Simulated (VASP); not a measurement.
# MgH₂: restarted molecular dynamics, 2 variants

MgH₂, Pa-3 (no. 205), 12 atoms in the cell. PBE, molecular dynamics; PAW potentials Mg, H (PBE set).

| Restart from | Temperature at the end (K) | The same without a restart (K) | Potential energy at the end (eV/atom) | The same without a restart (eV/atom) | Electronic steps in the first step after the restart | Time (s) |
|---|---|---|---|---|---|---|
| CONTCAR with velocities, WAVECAR read | 1146.0 | 1146.0 | -2.69741 | -2.69741 | 4 | 227 |
| CONTCAR with velocities, no WAVECAR | 1146.0 | 1146.0 | -2.69741 | -2.69741 | 12 | 233 |

Limits: 30 fs of 12 atoms are too short for converged averages; the cell is only 4.8 Å across, so each atom moves in step with near copies of itself.

## Input of the first row

INCAR.step1:
```
GGA = PE
PREC = Normal
ENCUT = 250
EDIFF = 1E-6
NELMIN = 4
NELM = 60
ALGO = Normal
LREAL = Auto
LASPH = T
ISMEAR = 0
SIGMA = 0.05
ISYM = 0
LWAVE = T
LCHARG = F
IBRION = 0
NSW = 30
POTIM = 0.5
TEBEG = 1600
ISIF = 2
RANDOM_SEED = 853933 0 0
MDALGO = 2
SMASS = 0
KPAR = 2
```

INCAR.step2, as INCAR.step1 but for:
```
- LWAVE = T
+ LWAVE = F
```

KPOINTS:
```
k-points
0
Monkhorst-Pack
  2 2 2
```

POSCAR.step1:
```
MgH2
1.0
    4.7892341100      0.0000000000      0.0000000000
    0.0000000000      4.7892341100      0.0000000000
    0.0000000000      0.0000000000      4.7892341100
Mg H
4 8
Direct
    0.0000000000      0.0000000000      0.0000000000
    0.0000000000      0.5000000000      0.5000000000
    0.5000000000      0.0000000000      0.5000000000
    0.5000000000      0.5000000000      0.0000000000
    0.3439385400      0.3439385400      0.3439385400
    0.6560614600      0.8439385400      0.1560614600
    0.1560614600      0.6560614600      0.8439385400
    0.8439385400      0.1560614600      0.6560614600
    0.6560614600      0.6560614600      0.6560614600
    0.3439385400      0.1560614600      0.8439385400
    0.8439385400      0.3439385400      0.1560614600
    0.1560614600      0.8439385400      0.3439385400
```

Commands (each step's output is kept before the next begins):
```
cat potpaw_PBE.64/Mg/POTCAR potpaw_PBE.64/H/POTCAR > POTCAR
cp INCAR.step1 INCAR
cp POSCAR.step1 POSCAR
mpirun -np 2 vasp_std > vasp.out
cp CONTCAR POSCAR
cp INCAR.step2 INCAR
mpirun -np 2 vasp_std > vasp.out
```

Changes of the last row against the first:
```
(step 1)
- LWAVE = True
+ LWAVE = False
```

VASP 6.6.1 took 227 s on 2 cores (AMD EPYC 7R43 (Zen 3)), a shared host.
